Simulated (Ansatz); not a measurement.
SrTiO3 on the sites of tetragonal BaTiO3 (relaxed group P4mm) was relaxed with 3 functionals in Ansatz, cell and atoms free, the symmetry of the start kept (meshes: PBE 6×6×6, r2SCAN 6×6×6, PBEsol 6×6×6). Spin-unpolarised throughout. Whether this structure exists isn't addressed.

The PBE result:
```cif
data_structure
_symmetry_space_group_name_H-M 'P 1'
_symmetry_Int_Tables_number 1
_cell_length_a 3.9261
_cell_length_b 3.9261
_cell_length_c 3.9868
_cell_angle_alpha 90.000
_cell_angle_beta 90.000
_cell_angle_gamma 90.000
_cell_volume 61.45
loop_
_atom_site_label
_atom_site_type_symbol
_atom_site_fract_x
_atom_site_fract_y
_atom_site_fract_z
_atom_site_occupancy
Sr1 Sr 0.50000 0.50000 0.59123 1
Ti1 Ti 0.00000 0.00000 0.09332 1
O1 O 0.00000 0.50000 0.05861 1
O2 O 0.50000 0.00000 0.05861 1
O3 O 0.00000 0.00000 0.55823 1
```

It is tetragonal, P4mm (No. 99); a = 3.926 Å, c = 3.987 Å in the conventional setting, 12.29 Å³ an atom. Sr is surrounded by 12 O at 2.71–2.89 Å; Ti is surrounded by 6 O at 1.85–2.13 Å; O is surrounded by 2 Ti at 1.97 Å and 4 Sr at 2.71–2.89 Å; O is surrounded by 2 Ti at 1.85–2.13 Å and 4 Sr at 2.78 Å.

Question: Order the functionals by the relaxed volume, smallest first.
A. PBEsol
B. PBE
C. r2SCAN

Answer: A (11.80 Å³/atom), C (11.96 Å³/atom), B (12.29 Å³/atom).

Question: How does the cell change with r2SCAN?

Answer: a = 3.904 Å, c = 3.923 Å; the volume differs by -2.7 % from PBE's. Around Sr lie 12 O at 2.72–2.81 Å; around Ti lie 6 O at 1.88–2.04 Å; around O lie 2 Ti at 1.95 Å and 4 Sr at 2.72–2.81 Å (further sites aren't listed).

Question: What lattice does PBEsol give?

Answer: a = 3.888 Å, c = 3.905 Å; the volume differs by -4.0 % from PBE's. Sr has 12 O at 2.71–2.80 Å; Ti has 6 O at 1.88–2.02 Å; O has 2 Ti at 1.95 Å and 4 Sr at 2.71–2.80 Å (further sites aren't listed).

Question: Held at the r2SCAN cell, what mean stress does PBE find, and does its sign point to its own minimum?

Answer: Yes. PBE +4.02 GPa, and its relaxed volume is +2.8 % from r2SCAN's. Compression counts positive, so a positive stress asks for a larger cell.
